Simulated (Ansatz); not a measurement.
# BN: band gap and least direct gap against volume per atom

Kohn-Sham gap and band edges on the k mesh of a periodic cell at fixed atoms; k points in fractions of the reciprocal cell vectors; the gap counts as zero where a band crosses the Fermi level or it is under half the smearing width; plane waves with PAW datasets, Gamma-centred k mesh. The results are calculated, by Ansatz 0.2.0.

Cell of the first row (space group F-43m, No. 216):
```
cell vectors (Å)
   0.0000     1.7367     1.7367
   1.7367     0.0000     1.7367
   1.7367     1.7367     0.0000
atoms (fractions of the cell vectors)
B   0.25000  0.25000  0.25000
N   0.50000  0.50000  0.50000
```

Settings of every row: functional PBE; dispersion none; spin none; wave cutoff 420 eV; k mesh 12x12x12; occupations gaussian; smearing width 0.02 eV.

Limits: semilocal functionals tend to give too small a gap.

| row | volume per atom (Å³) | band gap (eV) | least direct gap (eV) |
| --- | --- | --- | --- |
| 1 | 5.238 | 4.592 | 9.406 |
| 2 | 5.417 | 4.558 | 9.243 |
| 3 | 5.596 | 4.527 | 9.088 |
| 4 | 5.774 | 4.493 | 8.936 |
| 5 | 5.953 | 4.463 | 8.792 |
| 6 | 6.131 | ? | ? |
| 7 | 6.31 | 4.396 | 8.514 |
| 8 | 6.548 | 4.35 | 8.337 |

Question: what band gap and least direct gap should row 6 give?

Worked fit of band gap. Take t = volume per atom − 5.8, in Å³. The shown rows have t = -0.562, -0.383, -0.204, -0.026, 0.153, 0.51, 0.748. Their means are 0.033714 and 4.4827 eV; the sums about the means are S_tt = 1.34 and S_ty = -0.2461, whose ratio is the slope. Least squares give band gap = 4.4889 − 0.1836 × t eV. The rows lie off it by 0.000, -0.001, 0.001, -0.001, 0.002, 0.001, -0.002. The withheld row has t = 0.331, so the fit gives 4.4889 − 0.1836 × (0.331) = 4.428 eV.

The calculation gave 4.43 eV. The fit lies 0.002 eV (0.83 % of the column's range) below it; its largest miss of a shown row is 0.002 eV.

Worked fit of least direct gap. Take t = volume per atom − 5.8, in Å³. The shown rows have t = -0.562, -0.383, -0.204, -0.026, 0.153, 0.51, 0.748. Least squares give least direct gap = 8.9159 − 0.8284 × t + 0.0746 × t² eV; a straight line predicts inner rows, each left out in turn, worse (root mean square 0.011 against 0.0016 eV). The rows lie off it by 0.001, -0.001, 0.000, -0.001, 0.001, 0.001, -0.001. The withheld row has t = 0.331, so the fit gives 8.9159 − 0.8284 × (0.331) + 0.0746 × (0.331)² = 8.650 eV.

The calculation gave 8.651 eV. The fit lies 0.001 eV (0.094 % of the column's range) below it, one unit of the last digit.
